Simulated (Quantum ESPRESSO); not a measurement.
Fe:

```
Fe
1.0
     0.00000    1.94174    1.96511
     1.49844    0.00000    1.96511
     1.49844    1.94174    0.00000
Fe
1
Direct
  0.00000 0.00000 0.00000
```

Base run:

* Program: Quantum ESPRESSO 7.5
* Functional: PBEsol
* Potentials or basis: GBRV 1.5 PBEsol
* Cutoff: 762 eV
* Density cutoff: 6095 eV
* k mesh: 13 × 13 × 13
* Occupations: fermi-dirac, width 0.05 eV
* Spin: collinear spin, ferromagnetic start
* Starting moments: [3.0] μB
* Hubbard terms: Fe d U = 8 eV

Its results: band gap on the k mesh none (metal or under the smearing width); pressure 45.8 GPa; net moment 3.01 μB per cell; site moments Fe +3.07 μB.

Problem. After a change of settings the same cell gave: band gap on the k mesh none (metal or under the smearing width); pressure 1.8 GPa; net moment 2.62 μB per cell; site moments Fe +2.67 μB. Which change was it?
A. hubbard terms from Fe d U = 8 eV to Fe d U = 2 eV
B. hubbard terms from Fe d U = 8 eV to Fe d U = 1 eV
C. hubbard terms from Fe d U = 8 eV to none

Solution. B.

Caveats: the U is typed as a test and isn't derived for this compound; a pressure of tens of GPa on the cell as given is suspect, and the run, the potentials or the cell itself is likely at fault (some runs).
